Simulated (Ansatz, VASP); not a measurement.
Au in VASP and in Ansatz

```
Au
1.0
     0.00000    1.99381    1.99381
     1.99381    0.00000    1.99381
     1.99381    1.99381    0.00000
Au
1
Direct
  0.00000 0.00000 0.00000
```

Alike in both runs: task single point; functional PBE; k mesh 12 × 12 × 12; occupations fermi-dirac, width 0.06 eV; no spin polarisation.

```csv
,VASP,Ansatz
version,VASP 6.6.1,Ansatz 0.2 development build
potentials or method,"VASP PAW PBE potentials, release 64 (Au), cutoff 520 eV","all-electron full-potential LAPW, scalar-relativistic"
```

Ansatz gave:

```
pressure (GPa) : 25.3
```

Problem. Estimate VASP's values.

Solution. Pressure (GPa): 25.0.

Ansatz ran all-electron here, so the differences hold the error of VASP's frozen core and of both bases.

Caveats: so large a pressure means that the cell lies far from this level's equilibrium, or that cutoff or potentials fall short (VASP). Spin-orbit coupling is left out, which matters for the levels of Au.
